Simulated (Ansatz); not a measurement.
# Te (beta tin type): the cost of one run

Program: Ansatz 0.2.0. Level of theory: DFT PBE, with the methods named in each step. These are calculated values, not measurements.

1 further run of the same task is left out (it didn't finish).

## (1) The starting structure

Symmetry: I4_1/amd, No. 141, tetragonal system. Conventional cell: a = 6.381 Å, b = 6.381 Å, c = 3.161 Å, α = 90.00°, β = 90.00°, γ = 90.00°. Te (site symmetry -4m2) is surrounded by 6 Te at 3.16 to 3.29 Å.

Structure file:

```
Te
1.0
    -3.19068    3.19068    1.58048
     3.19068   -3.19068    1.58048
     3.19068    3.19068   -1.58048
Te
2
Direct
  0.62500 0.87500 0.75000
  0.37500 0.12500 0.25000
```

Whether this phase is the stable one at these pressures isn't tested.

Atoms are numbered in the order of the input: Te1, Te2.

## (2) The reference volume, LAPW

input.yaml reads:

```yaml
crystal:
  lattice:
    - [-3.1906821319, 3.1906821319, 1.5804759135]
    - [3.1906821319, -3.1906821319, 1.5804759135]
    - [3.1906821319, 3.1906821319, -1.5804759135]
  atoms:
    - { symbol: Te, position: [-0.375, -0.125, -0.25] }
    - { symbol: Te, position: [0.375, 0.125, 0.25] }
kpoints:
  mp_grid: { grid: [15, 15, 15] }
  band_path:
    path:
      - [0.0, 0.0, 0.0]
      - [0.0, 0.0, 0.5]
      - [-0.5, 0.5, 0.5]
      - [0.0, 0.0, 0.0]
      - [0.3113406949, 0.3113406949, -0.3113406949]
      - [-0.3113406949, 0.6886593051, 0.3113406949]
      - [-0.5, 0.5, 0.5]
      - [0.0, 0.0, 0.5]
      - [0.25, 0.25, 0.25]
    npoints: 14
scf:
  occupations: { method: fermi_dirac, width: 0.08 }
hamiltonian:
  xc: pbe
  pseudopotentials: { kind: all_electron, lapw: { basis_error: 0.001 } }
output:
  forces: true
  stress: true
  eigenvalues: true
  populations: true
  dos: { projected: true, de: 0.2, e_range: [-14, 8] }
```

The run is started by

```console
$ ansatz run input.yaml --threads 1 --pin off --max-ram 2048MiB --backend cpu --events-out ev --progress --plain --runs-dir out
```

What time and memory should one allow on 1 thread of Arm Neoverse V1, shared host?

About 68 s, with a peak of 0.7 GiB.
